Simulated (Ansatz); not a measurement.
System: α-quartz-type GeO₂ (metastable phase). Method: r²SCAN+rVV10 (plane waves, PAW; Ansatz, a program for electronic structure).

Run with plane-wave cutoff 560 eV, 12×12×6 k mesh (along the axes of the cell as run), Fermi–Dirac smearing 0.01 eV, scalar-relativistic PAW data made under PBE.

A third-order Birch–Murnaghan fit to the energies gives V0 = 13.179 Å³/atom, B0 = 42.5 GPa, B′ = 3.6.

```tsv
V (Å³/atom)	P (GPa)
12.651	…
12.914	…
13.178	0.005
13.441	-0.806
13.705	-1.547
```

Problem. Estimate the withheld pressures from this fit; the answers are the runs' own values.

Solution. 
- 12.651, P (GPa): 1.869
- 12.914, P (GPa): 0.892

The formula P = (3/2) B0 (x^(7/3) − x^(5/3)) [1 + (3/4)(B′ − 4)(x^(2/3) − 1)] with x = V0/V meets the computed pressures within 0.01 GPa when these rounded values are put in.

Shape and atoms are relaxed at each volume.

Measured, for comparison: bulk modulus 42 GPa (room temperature, no zero-point or thermal correction, from measured elastic constants; as tabulated in Sevik and Bulutay (2007), arXiv:cond-mat/0610176). Computed (rounded) less measured: bulk modulus +1 %. A static lattice is as a rule a little smaller and stiffer than an uncorrected measurement, which narrows the difference in the bulk modulus and would widen misses of the other sign.

Note: the bulk modulus comes from volumes at which shape and atoms were relaxed.

The computed numbers hold no vibrational or temperature effects.
